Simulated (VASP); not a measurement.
# I (Fmmm) in VASP: reference runs, part 2 of 3

VASP 6.6.1. The steps go on from the part before.

### Step 3. Single point, PBE (cell strained at random at fixed volume)

The input, INCAR:

```
SYSTEM = I
PREC = Accurate
ENCUT = 520
EDIFF = 1E-7
ISMEAR = -1
SIGMA = 0.05
LREAL = .False.
LASPH = .True.
NELM = 60
ALGO = Normal
ISIF = 2
LWAVE = .False.
LCHARG = .False.
GGA = PE
NBANDS = 10
```

The input, KPOINTS:

```
Automatic mesh
0
Gamma
  9 9 9
  0 0 0
```

The input, POSCAR:

```
I
1.0
    0.0451600000      2.3495470000      3.8969690000
    2.2228140000      0.0462370000      3.8943150000
    2.2662770000      2.3854380000      0.0036060000
I
1
Direct
    0.0008870000      0.0058510000      0.0011680000
```

Potentials or basis: VASP PAW PBE potentials, release 64 (I).

On the command line:

```
$ cat potpaw_PBE.64/I/POTCAR > POTCAR
$ mpirun -np 1 vasp_std > vasp.out
```

OUTCAR:

```text
SYSTEM = I
   PREC = Accurate
   ENCUT = 520
   EDIFF = 1E-7
   ISMEAR = -1
   LREAL = .False.
   LASPH = .True.
   NELM = 60
   ISIF = 2
   GGA = PE

 ion  position               nearest neighbor table
   1  0.001  0.006  0.001-

  Warning from LATTYP: Got some problem with cell dimensions!
  Tried to take original basis but could not verify dimensions!
  LATTYP: Found a triclinic cell.
 ALAT       =     4.5506898288
 B/A-ratio  =     1.7113196791
 C/A-ratio  =     0.6965464185
 COS(alpha) =     0.0016529400
 COS(beta)  =     0.3690726635
 COS(gamma) =     0.8570341745

  Lattice vectors:

 A1 = (  -0.0451600000,  -2.3495470000,  -3.8969690000)
 A2 = (  -0.0016970000,  -0.0103460000,  -7.7876780000)
 A3 = (   2.1776540000,  -2.3033100000,  -0.0026540000)

Analysis of symmetry for initial positions (statically):
=====================================================================
 Subroutine PRICEL returns:
 Original cell was already a primitive cell.

 Routine SETGRP: Setting up the symmetry group for a
 triclinic supercell.

 Subroutine GETGRP returns: Found  2 space group operations
 (whereof  1 operations were pure point group operations)
 out of a pool of  2 trial point group operations.

The static configuration has the point symmetry C_1 .
 The point group associated with its full space group is S_2 .

Analysis of symmetry for dynamics (positions and initial velocities):
=====================================================================
 Subroutine PRICEL returns:
 Original cell was already a primitive cell.

 Routine SETGRP: Setting up the symmetry group for a
 triclinic supercell.

 Subroutine GETGRP returns: Found  2 space group operations
 (whereof  1 operations were pure point group operations)
 out of a pool of  2 trial point group operations.

The dynamic configuration has the point symmetry C_1 .
 The point group associated with its full space group is S_2 .

 Subroutine INISYM returns: Found  2 space group operations
 (whereof  1 operations are pure point group operations),
 and found     1 'primitive' translations

----------------------------------------------------------------------------------------

                                     Primitive cell

  volume of cell :      40.5527

  direct lattice vectors                    reciprocal lattice vectors
     0.045160000  2.349547000  3.896969000    -0.229071858  0.217435165  0.128169032
     2.222814000  0.046237000  3.894315000     0.229023162 -0.217777124  0.128647393
     2.266277000  2.385438000  0.003606000     0.221186111  0.209267740 -0.128734192

  length of vectors
     4.550689829  4.484275779  3.290340240     0.340850800  0.341216406  0.330588528

  position of ions in fractional coordinates (direct lattice)
     0.000887000  0.005851000  0.001168000

  ion indices of the primitive-cell ions
   primitive index   ion index
                 1           1

----------------------------------------------------------------------------------------

 KPOINTS: Automatic mesh

Automatic generation of k-mesh.
 Grid dimensions read from file:
 generate k-points for:    9    9    9

 Generating k-lattice:

  Cartesian coordinates                     Fractional coordinates (reciprocal lattice)
    -0.025452429  0.024159463  0.014241004     0.111111111  0.000000000 -0.000000000
     0.025447018 -0.024197458  0.014294155     0.000000000  0.111111111  0.000000000
     0.024576235  0.023251971 -0.014303799     0.000000000  0.000000000  0.111111111

  Length of vectors
     0.037872311  0.037912934  0.036732059

  Shift w.r.t. Gamma in fractional coordinates (k-lattice)
     0.000000000  0.000000000  0.000000000

 Subroutine IBZKPT returns following result:
 ===========================================

 Found    365 irreducible k-points:

 Following reciprocal coordinates:
            Coordinates               Weight
  0.000000  0.000000  0.000000      1.000000
  0.111111 -0.000000 -0.000000      2.000000
  0.222222  0.000000  0.000000      2.000000
  0.333333  0.000000 -0.000000      2.000000
  0.444444  0.000000  0.000000      2.000000
  0.000000  0.111111  0.000000      2.000000
[... 42 lines left out ...]
 -0.222222 -0.000000  0.111111      2.000000
 -0.111111  0.000000  0.111111      2.000000
 [... further k-points ...]
   k-points           NKPTS =    365   k-points in BZ     NKDIM =    365   number of bands    NBANDS=     10
   number of dos      NEDOS =    301   number of ions     NIONS =      1
   total plane-waves  NPLWV =  31104
   dimension x,y,z NGX =    36 NGY =   36 NGZ =   24
   dimension x,y,z NGXF=    72 NGYF=   72 NGZF=   48
   ions per type =               1
   NGX,Y,Z   is equivalent  to a cutoff of  13.15, 13.35, 12.13 a.u.
   NGXF,Y,Z  is equivalent  to a cutoff of  26.30, 26.69, 24.25 a.u.
 SYSTEM =  I
   PREC   = accura    normal or accurate (medium, high low for compatibility)
   ISTART =      0    job   : 0-new  1-cont  2-samecut
   ICHARG =      2    charge: 1-file 2-atom 10-const
   ISPIN  =      1    spin polarized calculation?
   LNONCOLLINEAR =      F non collinear calculations
   LSORBIT =      F    spin-orbit coupling
   LASPH  =      T    aspherical Exc in radial PAW
   ENCUT  =  520.0 eV  38.22 Ry    6.18 a.u.   8.46  8.34  6.12*2*pi/ulx,y,z
   NELM   =     60;   NELMIN=  2; NELMDL= -5     # of ELM steps
   EDIFF  = 0.1E-06   stopping-criterion for ELM
   LREAL  =      F    real-space projection
   EDIFFG = 0.1E-05   stopping-criterion for IOM
   NSW    =      0    number of steps for IOM
   IBRION =     -1    ionic relax: 0-MD 1-quasi-New 2-CG
   NFREE  =      0    steps in history (QN), initial steepest desc. (CG)
   ISIF   =      2    stress and relaxation
   ISYM   =      2    0-nonsym 1-usesym 2-fastsym
   POTIM  = 0.5000    time-step for ionic-motion
   TEBEG  =    0.0;   TEEND  =   0.0 temperature during run
   PSTRESS=    0.0 pullay stress
   NELECT =       7.0000    total number of electrons
   NUPDOWN=      -1.0000    fix difference up-down
   EMIN   =  10.00;   EMAX   =-10.00  energy-range for DOS
   EFERMI =   0.00;   METHOD = LEGACY
   ISMEAR =    -1;   SIGMA  =   0.05  broadening in eV -4-tet -1-fermi 0-gaus
   EFERMI_NEDOS =   21; number of points for ismear=-14 and -15
   IALGO  =     38    algorithm
   IMIX   =      4    mixing-type and parameters
     AMIX     =   0.40;   BMIX     =  1.00
     AMIX_MAG =   1.60;   BMIX_MAG =  1.00
  volume/ion in A,a.u.               =      40.55       273.66
  Fermi-wavevector in a.u.,A,eV,Ry     =   0.911523  1.722529 11.304729  0.830874
  Thomas-Fermi vector in A             =   2.035812
   LORBIT       =      0    0 simple, 1 ext, 2 COOP (PROOUT), +10 PAW based schemes
   GGA     = PE    functional components
   LHFCALC =     F    Hartree Fock is set to
   AEXX    =    0.0000 exact exchange contribution
   IVDW    =     0    specifies the selected vdW correction
   LEPSILON=     F    determine dielectric tensor
   LRPA    =     F    only Hartree local field effects (RPA)
 non-spin polarized calculation
  energy-cutoff  :      520.00
  volume of cell :       40.55
 maximum number of plane-waves:      1107
 NGX is ok and might be reduce to    36
   NGX = 17   NGY = 17   NGZ = 13

 number of electron       7.0000000 magnetization

 Free energy of the ion-electron system (eV)
  ---------------------------------------------------
  ext. energy  EPLUGINS =         0.00000000
  ---------------------------------------------------
  free energy    TOTEN  =        -1.39838382 eV

  energy without entropy =       -1.39240661  energy(sigma->0) =       -1.39539521

 E-fermi :   3.5451     XC(G=0):  -8.2622

 val. band max:        3.5372512093   @ k =  -0.0000  -0.2222   0.1111
 cond. band min:       3.5605544565   @ k =   0.4444   0.3333   0.1111
 fundamental gap:      0.0233032473
 Fermi energy:         3.5451382628

 k-point     1 :       0.0000    0.0000    0.0000
  band No.  band energies     occupation
      1     -10.3809      2.00000
      2       1.5781      2.00000
      3       4.0314      0.00012
      4       4.7483      0.00000
      5       8.0504      0.00000
      6      10.8795      0.00000
      7      11.7847      0.00000
      8      15.2437      0.00000
      9      15.7896      0.00000
     10      16.1748      0.00000
[... 495 lines left out ...]
 k-point    40 :      -0.2222    0.4444   -0.0000
  band No.  band energies     occupation
      1      -9.1702      2.00000
      2      -0.6147      2.00000
      3       0.8585      2.00000
      4       4.6385      0.00000
      5      10.3723      0.00000
      6      11.6319      0.00000
      7      14.7480      0.00000
      8      15.6903      0.00000
      9      16.3464      0.00000
     10      17.4857      0.00000

 [... further k-points ...]
[... 5 lines left out ...]
  --------------------------------------------------------------------------------------
  -------------------------------------------------------------------------------------
  Total        0.1130727      0.0098046      0.2018727      0.3625887     -0.0020593      0.0001664
  in kB        4.4673358      0.3873646      7.9756956     14.3253488     -0.0813609      0.0065752
  external PRESSURE =       4.2767987 kB  Pullay stress =       0.0000000 kB

 VOLUME and BASIS-vectors are now :
 -----------------------------------------------------------------------------
  energy-cutoff  :      520.00
  volume of cell :       40.55
      direct lattice vectors                 reciprocal lattice vectors
     0.045160000  2.349547000  3.896969000    -0.229071858  0.217435165  0.128169032
     2.222814000  0.046237000  3.894315000     0.229023162 -0.217777124  0.128647393
     2.266277000  2.385438000  0.003606000     0.221186111  0.209267740 -0.128734192

 POSITION                                       TOTAL-FORCE (eV/Angst)
 -----------------------------------------------------------------------------------
      0.01569      0.00514      0.02625         0.000000      0.000000      0.000000
 -----------------------------------------------------------------------------------
    total drift:                                0.000000      0.000000     -0.000000

  FREE ENERGIE OF THE ION-ELECTRON SYSTEM (eV)
  ---------------------------------------------------
  free  energy   TOTEN  =        -1.3983838188 eV

  energy  without entropy=       -1.3924066108  energy(sigma->0) =       -1.39539521
```

OSZICAR:

```text
N       E                     dE             d eps       ncg     rms          rms(c)
DAV:   1     0.212317056234E+02    0.21232E+02   -0.24433E+03  7300   0.492E+02
DAV:   2    -0.458271402869E+00   -0.21690E+02   -0.21093E+02  9556   0.837E+01
DAV:   3    -0.141975413499E+01   -0.96148E+00   -0.95169E+00  9206   0.179E+01
DAV:   4    -0.142923343694E+01   -0.94793E-02   -0.94776E-02  9254   0.216E+00
DAV:   5    -0.142937182760E+01   -0.13839E-03   -0.13839E-03  9164   0.241E-01    0.481E+00
DAV:   6    -0.140686182417E+01    0.22510E-01   -0.18472E-02  8206   0.643E-01    0.298E+00
DAV:   7    -0.139849059819E+01    0.83712E-02   -0.37423E-02  8066   0.942E-01    0.139E-01
DAV:   8    -0.139837656129E+01    0.11404E-03   -0.19571E-03  7990   0.263E-01    0.350E-02
DAV:   9    -0.139838118238E+01   -0.46211E-05   -0.29236E-05  9666   0.392E-02    0.161E-02
DAV:  10    -0.139838343488E+01   -0.22525E-05   -0.32825E-06  8292   0.109E-02    0.248E-03
DAV:  11    -0.139838379175E+01   -0.35687E-06   -0.50272E-07  8510   0.407E-03    0.168E-03
DAV:  12    -0.139838381880E+01   -0.27047E-07   -0.96424E-08  7894   0.161E-03
   1 F= -.13983838E+01 E0= -.13953952E+01  d E =-.597721E-02
```

Wall time 87 s (1 thread of Intel Xeon Platinum 8559C (Emerald Rapids), shared host); peak memory 0.28 GiB.

What came out:

```
Free energy            : -1.3984 eV
Pressure               : 0.4 GPa
Band gap on the k mesh : none (metal or under the smearing width)
```

Caveat: an odd number of electrons without spin polarisation forces a metal; a magnetic or distorted state may lie lower. Spin-orbit coupling is left out, which matters for the levels of I.

### Step 4. Equation of state, PBE, 38.12 Å³/atom (volume scaled by 0.94)

The input, INCAR:

```
SYSTEM = I
PREC = Accurate
ENCUT = 520
EDIFF = 1E-7
ISMEAR = -1
SIGMA = 0.05
LREAL = .FALSE.
LASPH = .TRUE.
NELM = 80
ALGO = Normal
ISIF = 2
LWAVE = .FALSE.
LCHARG = .FALSE.
GGA = PE
NBANDS = 10
```

The input, KPOINTS:

```
Automatic mesh
0
G
  9 9 9
  0 0 0
```

The input, POSCAR:

```
I
1.0
    0.0000000000      2.3173093325      3.8300250810
    2.1474932061      0.0000000000      3.8300250810
    2.1474932061      2.3173093325      0.0000000000
I
1
Direct
    0.0000000000      0.0000000000      0.0000000000
```

On the command line:

```
$ cat potpaw_PBE.64/I/POTCAR > POTCAR
$ mpirun -np 1 vasp_std > vasp.out
```

It took 35 s on 1 thread of Intel Xeon Platinum 8559C (Emerald Rapids), shared host; peak memory 0.2 GiB.

It converged, with:

| Item | Value |
| --- | --- |
| Free energy | -1.3715 eV |
| Pressure | 2.3 GPa |
| Band gap on the k mesh | none (metal or under the smearing width) |

Caveat: an odd number of electrons without spin polarisation forces a metal; a magnetic or distorted state may lie lower.

### Step 5. Equation of state, PBE, 38.93 Å³/atom (volume scaled by 0.96)

INCAR is that of step 4.

The input, KPOINTS:

```
regular mesh
0
G
  9 9 9
  0 0 0
```

The input, POSCAR:

```
I
1.0
    0.0000000000      2.3336289500      3.8569979773
    2.1626168959      0.0000000000      3.8569979773
    2.1626168959      2.3336289500      0.0000000000
I
1
Direct
    0.0000000000      0.0000000000      0.0000000000
```

On the command line:

```
$ cat potpaw_PBE.64/I/POTCAR > POTCAR
$ mpirun -np 1 vasp_std > vasp.out
```

Run time: 35 s. Hardware: 1 thread of Intel Xeon Platinum 8559C (Emerald Rapids), shared host; peak memory 0.2 GiB.

Results (log left out):

```
Free energy            : -1.3815 eV
Pressure               : 1.6 GPa
Band gap on the k mesh : none (metal or under the smearing width)
```

Caveat: an odd number of electrons without spin polarisation forces a metal; a magnetic or distorted state may lie lower.

(Continued in part 3 of 3.)
